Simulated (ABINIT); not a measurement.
Crystal: MgO.

```
CELL_PARAMETERS angstrom
0.00000 2.09700 2.09700
2.09700 0.00000 2.09700
2.09700 2.09700 0.00000
ATOMIC_POSITIONS crystal
Mg 0.00000 0.00000 0.00000
O 0.50000 0.50000 0.50000
```

The cell is a database's computed one.

Base run:

| Property | Result |
| --- | --- |
| Program | ABINIT 10.8.3 (patched build) |
| Functional | HCTH407 |
| Potentials or basis | JTH PAW PBE v2.0 |
| Cutoff | 626 eV |
| k mesh | 11 × 11 × 11 |
| Occupations | fermi-dirac, width 0.05 eV |
| Spin | no spin polarisation |

Its results: band gap on the k mesh 5.33 eV, direct; pressure 9.2 GPa.

After a change of settings the same cell gave: band gap on the k mesh 4.97 eV, direct; pressure 11.5 GPa. Which change was it?
A. functional from HCTH407 to PBEsol; k mesh from 11 × 11 × 11 to 14 × 14 × 14
B. functional from HCTH407 to revPBE
C. functional from HCTH407 to RPBE
D. functional from HCTH407 to LDA-PZ; potentials or basis from JTH PAW PBE v2.0 to JTH PAW LDA v2.0

C.

Caveats: the PAW data sets were made with another functional, which shifts forces and pressure a little.

Not every run made on this cell is shown here.
